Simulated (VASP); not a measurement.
A run of VASP 6.6.1 is set up as follows.

Contents of INCAR:

```
SYSTEM = CdTe
PREC     = Accurate       ! precision mode
ENCUT    = 520            ! plane-wave cutoff, eV
EDIFF    = 1E-7           ! SCF threshold, eV
ISMEAR   = 0              ! smearing method
SIGMA    = 0.01           ! smearing width, eV
LREAL    = .False.        ! projectors in reciprocal space
LASPH    = .True.         ! aspherical terms in the spheres
NELM     = 150            ! most SCF steps
ALGO     = Normal         ! electronic algorithm
ISIF     = 2              ! what is computed and relaxed
LWAVE    = .False.        ! write WAVECAR
LCHARG   = .False.        ! write CHGCAR
MAGMOM   = 0 0 0 0 0 0    ! initial moments
LORBIT   = 11             ! projections on sites
LSORBIT  = .True.         ! spin-orbit coupling
GGA_COMPAT= .False.      
LORBMOM  = .True.       
GGA      = PS             ! functional
NBANDS   = 30             ! bands
```

The input KPOINTS:

```
Automatic mesh
0
Gamma
  10 10 10
  0 0 0
```

File POSCAR:

```
CdTe
1.0
    0.0000000000      3.1981048082      3.1981048082
    3.1981048082      0.0000000000      3.1981048082
    3.1981048082      3.1981048082      0.0000000000
Cd Te
1 1
Direct
    0.0000000000      0.0000000000      0.0000000000
    0.2500000000      0.2500000000      0.2500000000
```

Potentials or basis: VASP PAW PBE potentials, release 64 (Cd, Te).

Command:

```sh
$ cat potpaw_PBE.64/Cd/POTCAR potpaw_PBE.64/Te/POTCAR > POTCAR
$ mpirun -np 1 vasp_ncl > vasp.out
```

Question: What does it give for the pressure?

Answer: 2.2 GPa.

Question: Predict the net moment.

Answer: 0.00 μB per cell.

Moments on the atoms (μB; x, y, z):
```
Cd  0.00 0.00 0.00
Te  0.00 0.00 0.00
```

Caveat: the PAW data sets were made with another functional, which shifts forces and pressure a little.
